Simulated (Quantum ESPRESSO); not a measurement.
Runs of Quantum ESPRESSO 7.5 on Tc. It takes space group P6_3/mmc (No. 194, hexagonal). The conventional cell has a = 2.739 Å, b = 2.739 Å, c = 8.770 Å, α = 90.00°, β = 90.00°, γ = 120.00°. Around Tc (site symmetry -6m2) lie 12 Tc at 2.70 to 2.74 Å. Tc (site symmetry -3m) has 12 Tc at 2.70 to 2.74 Å as nearest neighbours. 

```tsv
task	level	potentials or basis	cell	k mesh	cutoff (eV)	SCF threshold	form of the LDA correlation	symmetry	mesh quality	gap on the mesh (eV)	pressure (GPa)	V0 of scaled cells (Å³/atom)	B0 (GPa)
band structure	PBEsol	GBRV 1.5 PBEsol	as given	11 × 11 × 3	612	8e-10 Ry	-	-	not flagged	none	-5.7	-	-
equation of state	LDA	GBRV 1.5 LDA	as given	11 × 11 × 3	612	8e-10 Ry	PZ81	-	not flagged	-	-	13.78	345
single point	PBEsol	GBRV 1.5 PBEsol	as given	11 × 11 × 3	612	8e-10 Ry	-	-	not flagged	none	-5.7	-	-
single point	PBEsol	GBRV 1.5 PBEsol	atoms moved at random, drawn with an rms of 0.05 Å	11 × 11 × 3	612	8e-10 Ry	-	-	not flagged	none	-5.3	-	-
equation of state	PBEsol	GBRV 1.5 PBEsol	as given	11 × 11 × 3	612	8e-10 Ry	-	-	not flagged	-	-	14.00	(b)
equation of state	r2SCAN	SG15 PBE 1.2	as given	4 × 4 × 1	952	1e-08 Ry	-	off	coarse	-	-	(a)	331
```

Alike in all rows: no spin polarisation; smearing fermi-dirac 0.05 eV.

Question: Estimate the missing entries.

Answer: (a) 14.13; (b) 330.

Caveats: some runs use coarse meshes; the cell was scaled at fixed shape and fractional positions, which overstates the stiffness of a crystal with free parameters, most of all of layers and chains (some runs); the potentials were made for another functional, which shifts forces and pressure (some runs).

A k mesh can miss the band edges, and the runs leave out spin-orbit coupling on Tc.

A gap of «none» marks a metal or a gap under the smearing width.
